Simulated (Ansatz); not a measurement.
Starting structure, O over the place (2/4, 1/4) of the surface cell, counted from the highest slab atom, its height relaxed (C, P6_3/mmc (No. 194), (0 0 1) face):

```
C O
1.0
     2.46498    0.00000    0.00000
    -1.23249    2.13474    0.00000
     0.00000    0.00000   29.10765
C O
8 1
Direct
  0.00000 0.00000 0.29202
  0.66667 0.33333 0.29202
  0.00000 0.00000 0.40777
  0.33333 0.66667 0.40777
  0.00000 0.00000 0.52352
  0.66667 0.33333 0.52352
  0.00000 0.00000 0.63927
  0.33333 0.66667 0.63927
  0.50000 0.25000 0.67156
```

The calculation used DFT PBE+D3(BJ), scalar-relativistic, plane waves, PAW (Ansatz 0.2.0). Cutoff 420 eV; k points 12×12×1 on the computed 9-atom cell (Γ-centred); Gaussian smearing, width 0.10 eV; no spin polarisation. A dipole correction removes the field between periodic images along c.

Atoms 1, 2, 3, 4, 5, 6, 7, 8 (counted from 1) are held. Atom 9 may move along c only. The cell is fixed. Force threshold 0.02 eV/Å.

(1) Where does it end?

The end is the local minimum or symmetric point that this start leads to.

Results:

(1) The energy falls by 3.340 eV in 6 steps, to:

```xyz
9
Lattice="2.4650 0.0000 0.0000 -1.2325 2.1347 0.0000 0.0000 0.0000 29.1076" Properties=species:S:1:pos:R:3 pbc="T T T"
C     0.0000    0.0000    8.5000
C     1.2325    0.7116    8.5000
C     0.0000    0.0000   11.8692
C     0.0000    1.4232   11.8692
C     0.0000    0.0000   15.2384
C     1.2325    0.7116   15.2384
C     0.0000    0.0000   18.6076
C     0.0000    1.4232   18.6076
O     0.9244    0.5337   20.0528
```

Cost: 1 run of about 3.2 core-minutes, on Arm Neoverse V1 (shared hosts).